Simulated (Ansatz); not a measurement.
The system is MnO2.

```
Mn O
1.0
     4.40042    0.00000    0.00000
     0.00000    4.40042    0.00000
     0.00000    0.00000    2.86708
Mn O
2 4
Direct
  0.50000 0.50000 0.50000
  0.00000 0.00000 0.00000
  0.80492 0.19508 0.50000
  0.69508 0.69508 0.00000
  0.19508 0.80492 0.50000
  0.30492 0.30492 0.00000
```

The cell is a database's computed one.

Program: Ansatz 0.2.0. Alike in all runs: task single point; level PBE; potentials or basis Ansatz PAW; cell as given; cutoff (eV) 420; smearing fermi-dirac 0.05 eV. Hardware: 2 threads of Arm Neoverse V2, on a shared host.

**Question.** Order these runs on this cell by their wall time, lowest first.
A. spin collinear, antiferromagnetic start; k mesh 6 × 6 × 9
B. spin off; k mesh 6 × 6 × 9
C. spin non-collinear, random start; k mesh 5 × 5 × 7

**Answer.** B (2.5 s), A (12 s), C (77 s).

Caveats: the starting moments weren't kept (some runs).
